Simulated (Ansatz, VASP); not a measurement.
# Two plane-wave programs on As

```
As
1.0
     2.70368    0.00000    0.00000
     0.00000    2.70368    0.00000
     0.00000    0.00000    2.70368
As
1
Direct
  0.50000 0.50000 0.50000
```

This isn't the form of As at room conditions, which is rhombohedral.

Alike in both runs: task single point; functional RPBE; k mesh 10 × 10 × 10; occupations gaussian, width 0.1 eV; no spin polarisation.

```csv
,VASP,Ansatz
version,VASP 6.6.1,Ansatz 0.2.0
potentials or method,"VASP PAW PBE potentials, release 64 (As)",Ansatz PAW
plane-wave cutoff (eV),500,420
valence electrons in the cell,5,15
```

Ansatz gave:

| Quantity | Value |
| --- | --- |
| gap on the k mesh at the Fermi level (eV) | none |
| pressure (GPa) | 3.8 |

Which values does VASP return?

gap on the k mesh at the Fermi level (eV): none; pressure (GPa): 4.0.

A gap of «none» marks a metal or a gap that the smearing closes. With one functional, cell and mesh, what is left measures potentials, basis and numerics. The two sets of potentials don't hold the same shells in valence.

Caveats: the PAW data sets were made with another functional, which shifts forces and pressure a little (VASP); the PAW data sets come from PBE, with cores solved anew for the run's functional, which leaves a small shift of forces and pressure (Ansatz).
